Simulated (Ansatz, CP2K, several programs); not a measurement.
Energy against volume for BaTe built on the zincblende prototype, at fixed shape and fractional coordinates, computed by several methods (PBE and r2SCAN, where shown, with plane waves in Ansatz); the cell shown is that of r2SCAN. Space group F-43m (No. 216), cubic; a = 7.828 Å in the conventional setting, 59.97 Å³ an atom. Ba is surrounded by 4 Te at 3.39 Å; Te is surrounded by 4 Ba at 3.39 Å. Simulation only: spin-unpolarised, and no claim that this is the phase found in nature. Energies count from each curve's lowest point; fits are third-order Birch-Murnaghan.

```xyz
2
Lattice="0.0000 3.9142 3.9142 3.9142 0.0000 3.9142 3.9142 3.9142 0.0000" Properties=species:S:1:pos:R:3 pbc="T T T"
Ba    0.0000    0.0000    0.0000
Te    1.9571    1.9571    1.9571
```

Q: PBE/DZVP (CP2K), on the shape of the cell shown, gives

| V (Å³/atom) | E (meV/atom) |
| --- | --- |
| 52.771 | 91.85 |
| 56.369 | 26.79 |
| 59.967 | 0.00 |
| 63.565 | 1.38 |
| 67.163 | 23.52 |

What equilibrium volume and bulk modulus follow?

A: V₀ = 61.52 Å³ an atom and B₀ = 19 GPa.

light PBE (260 eV, its own mesh), on the shape of the cell shown:
```
V (Å³/atom)  E (meV/atom)
     55.170         54.53
     57.569         16.89
     59.967          0.00
     62.366         37.47
     64.765         32.14
     67.163         61.51
```
The points scatter about a smooth fit, as a low cutoff and a light mesh can make them, so no fit is quoted.

PBE/SZV (CP2K), on the shape of the cell shown:
```tsv
V (Å³/atom)	E (meV/atom)
52.771	260.96
56.369	133.15
59.967	55.63
63.565	14.59
67.163	0.00
```
The lowest point is an end point, so the minimum isn't bracketed.

Q: r2SCAN, on the shape of its own relaxed cell, gives

| V (Å³/atom) | E (meV/atom) |
| --- | --- |
| 56.369 | 13.96 |
| 58.168 | 3.16 |
| 59.967 | 0.00 |
| 61.766 | 3.42 |
| 63.565 | 12.48 |

What equilibrium volume and bulk modulus follow?

A: V₀ = 59.89 Å³ an atom and B₀ = 20 GPa.

PBE, on the shape of its own relaxed cell:
```tsv
V (Å³/atom)	E (meV/atom)
56.369	13.96
58.168	3.33
59.967	0.00
61.766	2.92
63.565	11.20
```
V₀ = 59.98 Å³ an atom and B₀ = 19 GPa.
